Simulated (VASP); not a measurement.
**VASP 6.6.1 run: SnSe**

INCAR

```
PREC = Accurate
LREAL = .FALSE.
ISMEAR = -1
ISIF = 2
NELM = 83
EDIFF = 1E-7
LCHARG = .FALSE.
NBANDS = 17
LASPH = .TRUE.
METAGGA = MS2
ENCUT = 200
NSW = 0
LWAVE = .FALSE.
SIGMA = 0.02
IBRION = -1
```

KPOINTS

```
KPOINTS created by Atomic Simulation Environment
0
Gamma
8 8 8
0 0 0
```

POSCAR

```
Sn Se
 1.0000000000000000
    -0.0000000000000000    2.9848894912484352    2.9848894912484352
     2.9848894912484352   -0.0000000000000000    2.9848894912484352
     2.9848894912484352    2.9848894912484352   -0.0000000000000000
 Sn  Se
   1   1
Cartesian
  0.0000000000000000  0.0000000000000000  0.0000000000000000
  2.9848894912484352  2.9848894912484352  2.9848894912484352
```

The recommended PBE PAW datasets give the neutral cell 20 valence electrons.

Command

```
mpirun -np 1 vasp_std
```

Q: Predict the outcome of this run.

A: It converged. Results: gap between bands v and c on the k mesh 0.71 eV; least direct gap on the k mesh 0.72 eV; pressure -9.7 GPa. Band v is the last that the valence electrons fill when counted band by band, and c is the next.

OSZICAR

```
N       E                     dE             d eps       ncg     rms          rms(c)
DAV:   1     0.702658356787E+02    0.70266E+02   -0.56523E+03  1066   0.660E+02
DAV:   2    -0.127230208856E+02   -0.82989E+02   -0.81149E+02  1154   0.194E+02
DAV:   3    -0.169198256898E+02   -0.41968E+01   -0.41869E+01  1150   0.462E+01
DAV:   4    -0.169618070511E+02   -0.41981E-01   -0.41971E-01  1262   0.488E+00
DAV:   5    -0.169624355030E+02   -0.62845E-03   -0.62842E-03  1240   0.547E-01    0.559E+00
DAV:   6    -0.543512183266E+01    0.11527E+02   -0.55033E+00  1004   0.207E+01    0.228E+00
DAV:   7    -0.537467861275E+01    0.60443E-01   -0.21261E-01  1198   0.281E+00    0.134E+00
DAV:   8    -0.539088570077E+01   -0.16207E-01   -0.40241E-02  1025   0.152E+00    0.747E-01
DAV:   9    -0.539450705425E+01   -0.36214E-02   -0.56582E-03  1174   0.708E-01    0.136E-01
DAV:  10    -0.539395422848E+01    0.55283E-03   -0.16988E-03  1275   0.295E-01    0.475E-02
DAV:  11    -0.539401723790E+01   -0.63009E-04   -0.29641E-04  1106   0.127E-01    0.348E-02
DAV:  12    -0.539400789108E+01    0.93468E-05   -0.44454E-05  1231   0.469E-02    0.813E-03
DAV:  13    -0.539401621366E+01   -0.83226E-05   -0.35081E-06  1110   0.120E-02    0.276E-03
DAV:  14    -0.539401756136E+01   -0.13477E-05   -0.40201E-07  1191   0.588E-03    0.635E-04
DAV:  15    -0.539401770824E+01   -0.14688E-06   -0.23357E-08   569   0.984E-04    0.335E-04
DAV:  16    -0.539401792828E+01   -0.22004E-06   -0.14468E-09   532   0.334E-04    0.931E-05
DAV:  17    -0.539401787984E+01    0.48439E-07   -0.28706E-10   532   0.125E-04
   1 F= -.53940179E+01 E0= -.53940179E+01  d E =-.597762E-09
```

For comparison, a separate PBE run of the intended cell, on usual settings and not on those above, gives a gap of 0.69 eV on its mesh and a pressure of 2.3 GPa.
